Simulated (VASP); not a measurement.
# TaN: convergence, vacuum levels of a slab or layer

TaN, slab, 6 atoms in the cell. LDA; PAW potentials Ta_pv, N (LDA set). VASP 6.6.1.

Wanted: face levels within 0.04 eV; energy within 2 meV/atom; forces within 0.02 eV/Å.

Crystal: TaN, Fm-3m; Face: (1 1 1); Atomic planes: 6; Dipole correction: yes.

Face levels: vacuum level at each face, counted from the Fermi level.

POSCAR of the starting run:
```
TaN
1.0
    3.0801022763      0.0000000000      0.0000000000
   -1.5400511381      2.6674468175      0.0000000000
    0.0000000000      0.0000000000     21.2872324435
Ta N
3 3
Direct
    0.1666666667      0.5833333333      0.3523238645
    0.8333333333      0.9166666667      0.4704647729
    0.5000000000      0.2500000000      0.5886056812
    0.5000000000      0.2500000000      0.4113943188
    0.1666666667      0.5833333333      0.5295352271
    0.8333333333      0.9166666667      0.6476761355
```

The series start from vacuum (Å): 15; correction: LDIPOL, IDIPOL 3, DIPOL, AMIN 0.01; k spacing (1/Å): 0.3; Cutoff ENCUT (eV): 525; SCF threshold EDIFF (eV): 1e-6; PREC: Accurate; LREAL: .FALSE.; ALGO: Normal. Each series keeps the choices made before it, and each single choice may use up half of a tolerance.

## Vacuum (Å)

| Vacuum (Å) | Face levels, largest deviation (eV) | Energy less reference (meV/atom) | Forces, largest deviation (eV/Å) | SCF iterations | Time (s) |
|---|---|---|---|---|---|
| 6 | 0.334 | 1.1 | 0.044 | 19 | 12 |
| 8 | 0.053 | -0.1 | 0.004 | 22 | 16 |
| 10 | 0.035 | -0.2 | 0.001 | 24 | 20 |
| 12 | 0.018 | -0.1 | 0.000 | 26 | 23 |
| 15 | 0.018 | -0.1 | 0.000 | 28 | 33 |
| 20 | 0.018 | -0.1 | 0.000 | 32 | 38 |
| 25 (reference) | 0.000 | 0.0 | 0.000 | 29 | 48 |

Chosen: 12, the loosest value from which every tighter one stays within half of the tolerance.

## Correction

| Correction | Face levels, largest deviation (eV) | Energy less reference (meV/atom) | Forces, largest deviation (eV/Å) | SCF iterations | Time (s) |
|---|---|---|---|---|---|
| LDIPOL, IDIPOL 3, DIPOL, AMIN 0.01 | 0.000 | 0.0 | 0.000 | 26 | 23 |
| LDIPOL, default AMIN | 0.000 | 0.0 | 0.000 | 28 | 29 |
| LDIPOL, no DIPOL | no result | no result | no result | 150 | 159 |
| IDIPOL 3 alone (energy only) | 1.172 | 2.4 | 0.062 | 25 | 23 |
| kernel truncation, coarsened | 0.035 | 0.2 | 0.000 | 28 | 36 |
| kernel truncation, full padding | 0.003 | 0.2 | 0.000 | 28 | 36 |

Chosen: LDIPOL, IDIPOL 3, DIPOL, AMIN 0.01; no other choice that stays within half of the tolerance saves 30 % of the time.

## k spacing (1/Å)

| k spacing (1/Å) | Face levels, largest deviation (eV) | Energy less reference (meV/atom) | Forces, largest deviation (eV/Å) | SCF iterations | Time (s) |
|---|---|---|---|---|---|
| 0.6 | 0.246 | -8.9 | 0.601 | 27 | 12 |
| 0.45 | 0.129 | 0.5 | 0.276 | 26 | 17 |
| 0.3 | 0.035 | -0.7 | 0.161 | 26 | 23 |
| 0.22 | 0.043 | -0.3 | 0.051 | 26 | 28 |
| 0.16 (reference) | 0.000 | 0.0 | 0.000 | 26 | 43 |

Chosen: 0.16; the next looser run is off by more than half of the tolerance, so convergence isn't shown beyond this value.

## Cutoff ENCUT (eV)

| Cutoff ENCUT (eV) | Face levels, largest deviation (eV) | Energy less reference (meV/atom) | Forces, largest deviation (eV/Å) | SCF iterations | Time (s) |
|---|---|---|---|---|---|
| 320 | 0.012 | 2.9 | 0.026 | 26 | 23 |
| 400 | 0.001 | 1.6 | 0.008 | 26 | 30 |
| 460 | 0.001 | 0.9 | 0.003 | 26 | 38 |
| 525 | 0.001 | 1.4 | 0.002 | 26 | 43 |
| 600 | 0.001 | 1.1 | 0.002 | 26 | 70 |
| 725 (reference) | 0.000 | 0.0 | 0.000 | 26 | 105 |

Chosen: 725; the next looser run is off by more than half of the tolerance, so convergence isn't shown beyond this value.

## SCF threshold EDIFF (eV)

| SCF threshold EDIFF (eV) | Face levels, largest deviation (eV) | Energy less reference (meV/atom) | Forces, largest deviation (eV/Å) | SCF iterations | Time (s) |
|---|---|---|---|---|---|
| 0.001 | 0.177 | 0.0 | 0.084 | 13 | 61 |
| 0.0001 | 0.060 | 0.0 | 0.041 | 15 | 68 |
| 1e-5 | 0.047 | 0.0 | 0.003 | 18 | 76 |
| 1e-6 | 0.001 | 0.0 | 0.000 | 26 | 105 |
| 1e-7 (reference) | 0.000 | 0.0 | 0.000 | 28 | 112 |

Chosen: 1e-6.

## PREC

| PREC | Face levels, largest deviation (eV) | Energy less reference (meV/atom) | Forces, largest deviation (eV/Å) | SCF iterations | Time (s) |
|---|---|---|---|---|---|
| Accurate | 0.000 | 0.0 | 0.000 | 26 | 105 |
| Normal | 0.000 | 0.0 | 0.000 | 26 | 53 |

Chosen: Normal, the fastest of those that stay within half of the tolerance.

## LREAL

| LREAL | Face levels, largest deviation (eV) | Energy less reference (meV/atom) | Forces, largest deviation (eV/Å) | SCF iterations | Time (s) |
|---|---|---|---|---|---|
| .FALSE. | 0.000 | 0.0 | 0.000 | 26 | 53 |
| Auto | 0.000 | 0.1 | 0.019 | 26 | 50 |

Chosen: .FALSE..

## ALGO

| ALGO | Face levels, largest deviation (eV) | Energy less reference (meV/atom) | Forces, largest deviation (eV/Å) | SCF iterations | Time (s) |
|---|---|---|---|---|---|
| Normal | 0.000 | 0.0 | 0.000 | 26 | 53 |
| Fast | 0.000 | 0.0 | 0.000 | 27 | 55 |
| All | 0.002 | 0.0 | 0.003 | 54 | 83 |

Chosen: Normal.

## All choices together

| Input | Face levels, largest deviation (eV) | Energy less reference (meV/atom) | Forces, largest deviation (eV/Å) | Time (s) |
|---|---|---|---|---|
| starting input without the dipole correction (naive) | 1.114 | -1.3 | 0.168 | 29 |
| chosen settings | 0.004 | -0.1 | 0.001 | 53 |
| reference settings throughout | 0.000 | 0.0 | 0.000 | 294 |

The chosen settings stay within the tolerance of the reference run, but the reference itself isn't shown to be converged in: k spacing (1/Å), Cutoff ENCUT (eV).

Values of the reference run: Face levels: 7.744, 5.285 eV.

## The input

INCAR:
```
SYSTEM = TaN
PREC     = Normal         ! precision mode
ENCUT    = 725            ! plane-wave cutoff, eV
EDIFF    = 1E-6           ! SCF threshold, eV
ISMEAR   = 0              ! smearing method
SIGMA    = 0.1            ! smearing width, eV
LREAL    = .False.        ! projectors in reciprocal space
LASPH    = .True.         ! aspherical terms in the spheres
ALGO     = Normal         ! electronic algorithm
NELM     = 150            ! most SCF steps
LWAVE    = .False.        ! write WAVECAR
LCHARG   = .False.        ! write CHGCAR
GGA      = CA             ! functional
KPAR     = 4            
LVHAR    = .True.       
LVACPOTAV= .True.       
LDIPOL   = .True.       
IDIPOL   = 3            
DIPOL    = 0.5 0.5 0.5  
AMIN     = 0.01          
```

KPOINTS:
```
Automatic mesh
0
Gamma
  15 15 1
  0 0 0
```

POSCAR:
```
TaN
1.0
    3.0801022763      0.0000000000      0.0000000000
   -1.5400511381      2.6674468175      0.0000000000
    0.0000000000      0.0000000000     18.2872324435
Ta N
3 3
Direct
    0.1666666667      0.5833333333      0.3280977599
    0.8333333333      0.9166666667      0.4656195520
    0.5000000000      0.2500000000      0.6031413440
    0.5000000000      0.2500000000      0.3968586560
    0.1666666667      0.5833333333      0.5343804480
    0.8333333333      0.9166666667      0.6719022401
```

Commands:
```
cat potpaw_LDA.64/Ta_pv/POTCAR potpaw_LDA.64/N/POTCAR > POTCAR
mpirun -np 4 vasp_std > vasp.out
```

The chosen input took VASP 6.6.1 53 s on 4 cores (Intel Xeon Platinum 8259CL @ 2.50GHz (Skylake/Cascade Lake)), a shared host.

## An input that fails: centre for the dipole put into the vacuum's far side

The electronic loop stops at its limit of 150 steps.

Changes against the starting input:
```
- DIPOL = 0.5 0.5 0.5
+ DIPOL = 0.5 0.5 0.0
```
